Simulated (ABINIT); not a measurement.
Crystal: BN.

```
N B
1.0
     0.00000    1.81300    1.81300
     1.81300    0.00000    1.81300
     1.81300    1.81300    0.00000
N B
1 1
Direct
  0.25000 0.25000 0.25000
  0.00000 0.00000 0.00000
```

The cell is a database's computed one.

Base run:

* Program: ABINIT 10.8.3 (patched build)
* Functional: BLYP
* Potentials or basis: JTH PAW PBE v2.0
* Cutoff: 680 eV
* k mesh: 13 × 13 × 13
* Occupations: fermi-dirac, width 0.05 eV
* Spin: no spin polarisation

Its results: band gap on the k mesh 4.93 eV, indirect (least direct gap 8.87 eV).

The run is repeated on the same cell with these changes: functional from BLYP to LDA-PZ; potentials or basis from JTH PAW PBE v2.0 to JTH PAW LDA v2.0. What comes out?

Band gap on the k mesh 4.40 eV, indirect (least direct gap 8.63 eV).

Caveats: an odd mesh through Γ misses points on the zone boundary, where band edges often lie.
